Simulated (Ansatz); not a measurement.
# Sr (simple hexagonal type) under strong compression

```
Sr
1.0
     4.08061    0.00000    0.00000
    -2.04031    3.53391    0.00000
     0.00000    0.00000    3.81439
Sr
1
Direct
  0.00000 0.00000 0.00000
```

The cell comes from a relaxation on PAW files under the same functional, begun from a prototype that needn't be the stable phase.

Its volume is scaled, and at each volume shape and atoms are relaxed on PAW files; all methods then take that cell.

Computed with Ansatz 0.2.0; functional PBE, scalar-relativistic. Settings: a Γ-centred 11×11×10 k mesh, Fermi–Dirac smearing of 0.05 eV, no spin polarisation. Methods: LAPW: all electrons, basis error target 1 meV/atom; PAW: frozen-core files, cutoff 420 eV; crystal datasets: all electrons, by PAW datasets that the program makes for each cell; norm-conserving: pseudopotentials, cutoff 925 eV; PAW (cutoff 1000 eV): frozen-core files, cutoff 1000 eV.

Energies are extrapolated to zero smearing and count from the unscaled cell; pressure is positive in compression; gaps take the mesh and a band path. No temperature or zero-point motion is included.

The structure type is held throughout; the real material can change phase at far lower pressure.

```csv
V/V0,V (Å³/atom),P LAPW (GPa),ΔE LAPW (eV/atom),P PAW − LAPW (GPa),ΔE PAW − LAPW (meV/atom),space group,shortest distance (Å)
1.00,55.01,0.02,0.000,0.00,0.0,P6/mmm,3.814
0.92,50.61,0.93,0.011,0.00,0.0,P6/mmm,3.700
0.84,46.20,?,?,?,?,?,?
0.76,41.80,4.06,0.138,0.00,0.1,P6/mmm,3.439
0.68,37.40,6.98,0.285,0.00,0.1,P6/mmm,3.308
0.60,33.00,11.48,0.535,0.00,0.1,P6/mmm,3.162
0.52,28.60,17.99,0.935,0.00,0.1,P6/mmm,3.005
0.45,24.75,28.0,1.476,-0.01,0.0,P6/mmm,2.859
```

(1) Fit the Vinet equation to the LAPW pressures shown (residuals weighted by 1/(|P| + 0.03·Pmax)), and predict the pressure of the withheld row.

(2) At the smallest volume, how far do crystal datasets and norm-conserving and PAW (cutoff 1000 eV) lie from LAPW in pressure?

Answers

(1) The fit gives V0 = 55.13 Å³/atom, B0 = 9.13 GPa and B0′ = 3.66. At 46.20 Å³/atom, x = (V/V0)^(1/3) = 0.9428, and P = 3·B0·(1 − x)/x²·exp[1.5·(B0′ − 1)·(1 − x)] = 2.21 GPa. The run itself gave 2.23 GPa (-1.0 % off) and ΔE = 0.053 eV/atom.

(2) crystal datasets: 0.00 GPa; norm-conserving: +0.02 GPa; PAW (cutoff 1000 eV): -0.01 GPa, on a LAPW pressure of 28.0 GPa.
